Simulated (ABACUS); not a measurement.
An input for ABACUS 3.10.1 (SiC (Moissanite 6H)):

File INPUT:

```
INPUT_PARAMETERS
suffix              SiC
calculation         scf
basis_type          lcao
pseudo_dir          ./PP/
orbital_dir         ./
symmetry            1
dft_functional      pbe
ecutwfc             100
pseudo_rcut         7
nspin               1
nbands              29
ks_solver           genelpa
smearing_method     fd
smearing_sigma      0.00367493
scf_thr             1e-07
scf_nmax            50
mixing_type         broyden
mixing_beta         0.7
cal_force           1
cal_stress          1
out_mul             1
```

File STRU:

```
ATOMIC_SPECIES
Si 28.0850 Si.upf
C 12.0110 C.upf

NUMERICAL_ORBITAL
Si_confined-atom_7au_2s2p1d.orb
C_confined-atom_6au_2s2p1d.orb

LATTICE_CONSTANT
1.8897261246

LATTICE_VECTORS
3.0950000000 0.0000000000 0.0000000000
-1.5475000000 2.6803486247 0.0000000000
0.0000000000 0.0000000000 15.1700000000

ATOMIC_POSITIONS
Direct

Si
0.0
6
0.6666666667 0.3333333333 0.4583000000 1 1 1
0.3333333333 0.6666666667 0.9583000000 1 1 1
0.6666666667 0.3333333333 0.7917000000 1 1 1
0.3333333333 0.6666666667 0.2917000000 1 1 1
0.0000000000 0.0000000000 0.6250000000 1 1 1
0.0000000000 0.0000000000 0.1250000000 1 1 1

C
0.0
6
0.6666666667 0.3333333333 0.3333000000 1 1 1
0.3333333333 0.6666666667 0.8333000000 1 1 1
0.6666666667 0.3333333333 0.6667000000 1 1 1
0.3333333333 0.6666666667 0.1667000000 1 1 1
0.0000000000 0.0000000000 0.5000000000 1 1 1
0.0000000000 0.0000000000 0.0000000000 1 1 1
```

KPT

```
K_POINTS
0
Gamma
10 10 2 0 0 0
```

Potentials or basis: PseudoDojo NC SR 0.4.1 PBE standard, DZP LCAO (the cutoffs set its grid).

Launch:

```console
$ OMP_NUM_THREADS=4 abacus > log
```

**Question.** Does this run start?

**Answer.** The run stopped without a result. It printed:

running log:

```text
ABACUS v3.10.1

               Atomic-orbital Based Ab-initio Computation at UStc

 ------------------------------------------------------------------------------------

 READING GENERAL INFORMATION
                           global_out_dir = OUT.SiC/
                           global_in_card = INPUT
                               pseudo_dir = ./PP/
[... 50 lines left out ...]
 The esolver type has been set to : ksdft_lcao

 !!!!!!!!!!!!!!!!!!!!!!!!!!!!!!!!!!!!!!!!!!!!!!!!!!!!!!!!!
                         NOTICE
 !!!!!!!!!!!!!!!!!!!!!!!!!!!!!!!!!!!!!!!!!!!!!!!!!!!!!!!!!

 Couldn't find pseudopotential file.
 CHECK IN FILE : OUT.SiC/warning.log

 !!!!!!!!!!!!!!!!!!!!!!!!!!!!!!!!!!!!!!!!!!!!!!!!!!!!!!!!!
                         NOTICE
 !!!!!!!!!!!!!!!!!!!!!!!!!!!!!!!!!!!!!!!!!!!!!!!!!!!!!!!!!
 Check in file : OUT.SiC/warning.log
```

On the terminal:

```text
ABACUS v3.10.1

               Atomic-orbital Based Ab-initio Computation at UStc

 Pseudopotential directory now is : ./PP/Si.upf

 !!!!!!!!!!!!!!!!!!!!!!!!!!!!!!!!!!!!!!!!!!!!!!!!!!!!!!!!!
                         NOTICE
 !!!!!!!!!!!!!!!!!!!!!!!!!!!!!!!!!!!!!!!!!!!!!!!!!!!!!!!!!

 Couldn't find pseudopotential file.
 CHECK IN FILE : OUT.SiC/warning.log

 !!!!!!!!!!!!!!!!!!!!!!!!!!!!!!!!!!!!!!!!!!!!!!!!!!!!!!!!!
                         NOTICE
 !!!!!!!!!!!!!!!!!!!!!!!!!!!!!!!!!!!!!!!!!!!!!!!!!!!!!!!!!
```
